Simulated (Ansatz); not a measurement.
**BN: a listed cell, distorted in several ways**

How do energy, forces, pressure and gap of BN change under moves of single atoms? Each case is one self-consistent run.

Program: Ansatz 0.2.0. Level of theory: DFT PBEsol, scalar-relativistic, plane waves, PAW. These are calculated values, not measurements.

### Step 1. The starting structure

The structure is triclinic, space group P1 (No. 1). Conventional cell: a = 2.508 Å, b = 2.508 Å, c = 3.274 Å, α = 101.11°, β = 101.11°, γ = 119.81°. B (site symmetry 1) has 3 N at 1.40 to 1.52 Å as nearest neighbours. N (site symmetry 1) is surrounded by 3 B at 1.40 to 1.52 Å.

Coordinates:

```cif
data_structure
_symmetry_space_group_name_H-M 'P 1'
_symmetry_Int_Tables_number 1
_cell_length_a 2.5080
_cell_length_b 2.5080
_cell_length_c 3.2738
_cell_angle_alpha 101.107
_cell_angle_beta 101.107
_cell_angle_gamma 119.807
_cell_volume 16.50
loop_
_atom_site_label
_atom_site_type_symbol
_atom_site_fract_x
_atom_site_fract_y
_atom_site_fract_z
_atom_site_occupancy
B1 B 0.97964 0.98350 0.00181 1
N1 N 0.66851 0.33238 0.98500 1
```

The structure comes from the Materials Project (structure only).

### Step 2. A single atom displaced

What differs from the listed cell: atom 1 (B) moved by 0.09 Å.

The input, input.yaml:

```yaml
crystal:
  lattice:
    - [2.5080409239, 0.0, 0.0]
    - [-1.2467107647, 2.1762310413, 0.0]
    - [-0.6306650796, -1.0881155206, 3.02254]
  atoms:
    - { symbol: B, position: [0.9841579343, 0.9919956952, -0.0232457776] }
    - { symbol: "N", position: [0.668506, 0.332385, 0.984999] }
basis:
  ecutwfc: 420
kpoints:
  mp_grid: { grid: [14, 14, 14] }
hamiltonian:
  xc: pbesol
scf:
  occupations: { method: gaussian, width: 0.02 }
output:
  forces: true
  stress: true
  eigenvalues: true
```

### Step 3. One atom moved

Edit input.yaml of step 2 so:

```diff
@@ -6,4 +6,4 @@
   atoms:
-    - { symbol: B, position: [0.9841579343, 0.9919956952, -0.0232457776] }
-    - { symbol: "N", position: [0.668506, 0.332385, 0.984999] }
+    - { symbol: B, position: [0.979643, 0.983499, 0.001806] }
+    - { symbol: "N", position: [0.5652727131, 0.2867653952, 0.9848898203] }
 basis:
@@ -20 +20,2 @@
   eigenvalues: true
+  populations: true
```

Before running it: what results should come out? Wanted: for each run, case; energy; pressure; largest force.

The runs gave:

| step | case | energy (meV/atom) | pressure (GPa) | largest force (eV/Å) | gap on the mesh (eV) |
| --- | --- | --- | --- | --- | --- |
| 2 | a single atom displaced | +0.0 | 0.2 | 1.33 | 2.61 |
| 3 | one atom moved | +295.6 | 11.8 | 8.13 | 3.12 |

Energies are counted from step 2, with the smearing taken to zero. 

In words: Among the distorted cells of the listed formula and level the largest force, 8.13 eV/Å, comes in step 3, shared by 2 atoms. Among the distorted cells of the listed formula and level the gap runs from 2.61 eV to 3.12 eV.

These are semilocal Kohn-Sham gaps, which aren't the measured quantity. Such gaps usually fall short of the measured ones.
